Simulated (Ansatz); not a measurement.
## BAs from LDA upwards

The starting cell is an entry of the Crystallography Open Database (1963):

```
B As
1.0
     0.00000    2.38850    2.38850
     2.38850    0.00000    2.38850
     2.38850    2.38850    0.00000
B As
1 1
Direct
  0.00000 0.00000 0.00000
  0.25000 0.25000 0.25000
```

Atoms and cell were relaxed at zero pressure with plane-wave PAW DFT (Ansatz 0.2.0; one set of PAW datasets, made under PBE, for all functionals; 420 eV, r2SCAN 500 eV; 10×10×10 Γ-centred mesh, fermi-dirac occupations of width 0.020 eV; no spin polarisation, no spin-orbit coupling, no dispersion correction), keeping the symmetry (F-43m, No. 216).

What cells and energies do LDA, PBEsol, PBE, r2SCAN give?

The relaxed conventional cells:

| functional | a (Å) | volume (Å³/atom) | formation energy (eV/atom) |
| --- | --- | --- | --- |
| LDA | 4.731 | 13.24 | -0.043 |
| PBEsol | 4.768 | 13.55 | -0.039 |
| PBE | 4.809 | 13.90 | -0.026 |
| r2SCAN | 4.783 | 13.67 | -0.104 |
| the entry | 4.777 | 13.63 | – |

LDA gives the smallest volume and PBE the largest, 5.0 % more, the usual order, since LDA overbinds and PBE's gradient terms loosen the lattice. Against the entry's volume: LDA -2.8 %, PBEsol -0.6 %, PBE +2.0 %, r2SCAN +0.3 %. No verdict is drawn from this: the entry is old or was flagged in a check, so the entry may be off as well as the functionals. The formation energies span 0.08 eV an atom, lowest under r2SCAN.

Caveats: each relaxation keeps the start's symmetry, so a distorted cell may lie lower; computed cells are at 0 K with fixed nuclei, while the entry holds thermal expansion, often some tenths of a per cent in volume and more in soft crystals; formation energies are at zero smearing against the elements' usual phases under the same functional, gases as free molecules, uncorrected.
